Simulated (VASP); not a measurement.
Crystal: Pd.

```
CELL_PARAMETERS angstrom
-1.57228 1.57228 1.57228
1.57228 -1.57228 1.57228
1.57228 1.57228 -1.57228
ATOMIC_POSITIONS crystal
Pd 0.00000 0.00000 0.00000
```

This isn't the form of Pd at room conditions, which is fcc.

* Program: VASP 6.6.1
* Task: single point
* Functional: PBEsol
* Potentials or basis: VASP PAW PBE potentials, release 64 (Pd)
* Cutoff: 520 eV
* k mesh: 12 × 12 × 12
* Occupations: fermi-dirac, width 0.05 eV
* Spin: no spin polarisation

On this cell: pressure -10.3 GPa; band gap on the k mesh none (metal or under the smearing width).

The same run follows on a disturbed copy (cell strained at random at fixed volume):

```
Pd
1.0
    -1.59918    1.54912    1.62845
     1.60297   -1.50854    1.59166
     1.57790    1.48727   -1.58787
Pd
1
Direct
  0.01291 0.99896 0.98783
```

Q: What does the disturbed cell give?

A: The energy (extrapolated to zero smearing) moves by +0.1 meV/atom; pressure -10.2 GPa; band gap on the k mesh none (metal or under the smearing width).

Stress tensor (GPa, compression positive):
```
 -9.84   1.20  -0.40
  1.20 -11.23  -2.33
 -0.40  -2.33  -9.44
```

Caveats: the PAW data sets were made with another functional, which shifts forces and pressure a little.
